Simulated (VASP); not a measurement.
Input of a VASP 6.6.1 run:

File INCAR:

```
  PREC = Accurate
  ENCUT = 520
  EDIFF = 1E-6
  ISMEAR = -1
  SIGMA = 0.05
  LREAL = F
  LASPH = T
  NELM = 100
  ALGO = Normal
  ISIF = 2
  LWAVE = F
  LCHARG = F
  GGA = PS
  NBANDS = 18
```

The input KPOINTS:

```
Automatic mesh
0
Gamma
  8 8 6
```

The input POSCAR:

```
CuAu
1.0
    2.9021979162      0.0000275810     -0.0000258627
    0.0000275810      2.9021381485     -0.0000078407
   -0.0000339070     -0.0000102794      3.3715882631
Cu Au
1 1
Direct
    0.5045582920      0.5028856732      0.4923716135
    0.0045577380      0.0028846068     -0.0076280835
```

Potentials or basis: VASP PAW PBE potentials, release 64 (Cu, Au).

The run is started by

```bash
$ cat potpaw_PBE.64/Cu/POTCAR potpaw_PBE.64/Au/POTCAR > POTCAR
$ mpirun -np 1 vasp_std > vasp.out
```

Task: Predict the band gap on the k mesh.

Result: None (metal or under the smearing width).

Task: What does it give for the pressure?

Result: 0.0 GPa.

Stress tensor (GPa, compression positive):
```
-0.01  0.00  0.00
 0.00 -0.01  0.00
 0.00  0.00  0.08
```

Caveat: the PAW data sets were made with another functional, which shifts forces and pressure a little. The run has no spin-orbit coupling, so splittings on Au are missing.
